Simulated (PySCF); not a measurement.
NMR problem set

[PySCF 2.14.0 with density-fitted response routines: structure optimised with GFN2-xTB; GIAO PBE0/pcSseg-1 shieldings; non-relativistic; single conformer; averaged over atoms made equivalent by symmetry, fast rotation or ring inversion; gas phase]

δ = σ(ref) − σ, references computed at the same level: 1H (σref 31.72) and 13C (σref 186.93) against TMS. Where no couplings were computed, multiplicities follow the n + 1 count of equivalent neighbours, and m marks all less simple cases (inequivalent or close neighbours, rings, F or P nearby). Shifts are as computed. Against solution values, carbons near 30 ppm lie about +3 ppm off and those near 130 ppm about +5 ppm. Of 1211 compounds with measured shifts, 218 miss one by over three times the rms of a fit or turn the order of signals round; such compounds aren't used in these exercises. OH and NH positions are gas-phase values without hydrogen bonding to other molecules.

**Question.** C₆H₆O. 1H NMR (500 MHz, computed): δ 7.53 (m, 2H), 7.11 (t, 1H), 6.95 (d, 2H), 4.22 (br s, 1H). 13C{1H} NMR (computed): δ 163.8 (C), 135.3 (CH), 124.8 (CH), 118.7 (CH). Identify the compound.

**Answer.** SMILES C1=CC=CC=C1O. The formula gives 4 degrees of unsaturation (1 ring in the answer). 4 carbon signals for 6 carbons: some carbons are equivalent by symmetry or fast rotation. Carbon types of the structure: 1 × C, 5 × CH, leaving 1 H on heteroatoms. δC 163.8: aromatic carbon bearing oxygen; the electronegative substituent deshields the carbon that carries it. δC 135.3, 124.8, 118.7: aromatic CH. δH 7.53, 7.11, 6.95: hydrogen on an aromatic CH. δH 4.22: hydrogen on a phenol-type oxygen; exchangeable; this is the value without hydrogen bonding to other molecules.

This is the structure that produced the data.

**Question.** C₃H₈OSi₂. 1H NMR (300 MHz, computed): δ 4.94 (s, 2H), 4.25 (s, 3H), 3.85 (s, 3H). 13C{1H} NMR (computed): δ 119.5 (C), 112.1 (C), 53.2 (CH3). Identify the compound.

**Answer.** SMILES CO[SiH2]C#C[SiH3]. The formula gives 2 degrees of unsaturation (no ring in the answer). 3 carbon signals for 3 carbons: no two carbons are equivalent. Carbon types of the structure: 2 × C, 1 × CH3, leaving 5 H on heteroatoms. δC 119.5, 112.1: alkyne carbon. δC 53.2: methyl carbon bonded to O; the inductive effect lowers its shielding. δH 4.25: hydrogen on a silicon bonded to C. δH 3.85: hydrogen on a methyl carbon bonded to O; its carbon carries O, which withdraws density.

The data come from this structure; uniqueness wasn't tested.
